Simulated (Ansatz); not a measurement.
## Structure types of Ge at zero pressure (relativity switched off)

Structure types of Ge are relaxed in primitive cells with their symmetry kept at 0 GPa, first on PAW files, then by LAPW. The enthalpy is E + pV at zero temperature, without zero-point motion. Only the types listed were tried, and differences under about 5 meV/atom are mesh noise.

Computed with Ansatz 0.2.0; functional PBE, non-relativistic. Settings: Fermi–Dirac smearing of 0.05 eV, no spin polarisation. Methods: LAPW: all electrons, basis error target 0.5 meV/atom.

k meshes: bcc 17×17×17, hcp 16×16×9, sc 15×15×15, diamond 12×12×12.

Task: Which type is lowest in enthalpy, and by how much?

Result: diamond, 287 meV/atom below sc. The whole table:

| start type | ends as | a, b, c (Å) | V (Å³/atom) | H − H(lowest), LAPW (meV/atom) |
| --- | --- | --- | --- | --- |
| bcc | bcc, Im-3m | 3.367, 3.367, 3.367 | 19.09 | 408.6 |
| hcp | hcp, P6_3/mmc | 3.004, 3.004, 4.929 | 19.26 | 403.6 |
| sc | sc, Pm-3m | 2.708, 2.708, 2.708 | 19.85 | 287.0 |
| diamond | diamond, Fd-3m | 5.764, 5.764, 5.764 | 23.94 | 0.0 |
